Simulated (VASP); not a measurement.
Here is a VASP 6.6.1 calculation.

Contents of POSCAR:

```
ZrS2
1.0
    3.6403333320     -0.0000000001      0.0000000000
   -1.8201666612      3.1526211406      0.0000000000
    0.0000000000      0.0000000000     26.9155419100
  S               Zr
     4     2
Direct
     0.6666666699999979    0.3333333400000029    0.3388094538365256
     0.3333333300000021    0.6666666599999971    0.4473772933775485
     0.6666666699999979    0.3333333400000029    0.5526227066224515
     0.3333333300000021    0.6666666599999971    0.6611905461634744
     1.0000000000000000    1.0000000000000000    0.3931476996580518
     1.0000000000000000    1.0000000000000000    0.6068523003419481
```

INCAR.step1

```
PREC     = Accurate       # precision mode
ENCUT    = 600            # plane-wave cutoff, eV
EDIFF    = 1E-8           # SCF threshold, eV
ISMEAR   = 0              # smearing method
SIGMA    = 0.03           # smearing width, eV
LREAL    = False          # projectors in reciprocal space
LASPH    = True           # aspherical terms in the spheres
NELM     = 80             # most SCF steps
ALGO     = Normal         # electronic algorithm
ISIF     = 2              # what is computed and relaxed
LWAVE    = False          # write WAVECAR
LCHARG   = False          # write CHGCAR
GGA      = PE             # functional
IVDW     = 12             # dispersion correction
LATTICE_CONSTRAINTS= .TRUE. .TRUE. .FALSE.
KPAR     = 2            
IBRION   = 2              # ionic algorithm
NSW      = 40             # ionic steps
EDIFFG   = -0.002         # ionic threshold
```

File INCAR.step2:

```
PREC     = Accurate       # precision mode
ENCUT    = 600            # plane-wave cutoff, eV
EDIFF    = 1E-8           # SCF threshold, eV
ISMEAR   = 0              # smearing method
SIGMA    = 0.03           # smearing width, eV
LREAL    = False          # projectors in reciprocal space
LASPH    = True           # aspherical terms in the spheres
NELM     = 80             # most SCF steps
ALGO     = Normal         # electronic algorithm
ISIF     = 2              # what is computed and relaxed
LWAVE    = False          # write WAVECAR
LCHARG   = False          # write CHGCAR
GGA      = PE             # functional
IVDW     = 12             # dispersion correction
LATTICE_CONSTRAINTS= .TRUE. .TRUE. .FALSE.
KPAR     = 2            
IBRION   = 6              # ionic algorithm
NFREE    = 2            
POTIM    = 0.015          # step
NSW      = 1              # ionic steps
```

File KPOINTS:

```
regular mesh
0
Gamma
  9 9 1
```

Potentials or basis: VASP PAW PBE potentials, release 64 (S, Zr_sv).

Launch:

```bash
$ cat potpaw_PBE.64/S/POTCAR potpaw_PBE.64/Zr_sv/POTCAR > POTCAR
$ cp INCAR.step1 INCAR
$ mpirun -np 2 vasp_std > vasp.out
$ cp CONTCAR POSCAR
$ cp INCAR.step2 INCAR
$ mpirun -np 2 vasp_std > vasp.out
```

Question: What does it give for the highest phonon frequency at Γ, LO-TO splitting left out?

Answer: 345 cm⁻¹.

Question: Predict the dispersion energy per atom.

Answer: -0.301 eV.

Phonon frequencies in cm⁻¹ (negative: imaginary):
| q point | frequencies |
| --- | --- |
| (0.000, 0.000, 0.000) | 0 0 0 23 23 43 153 153 156 156 246 246 248 248 311 316 341 345 |
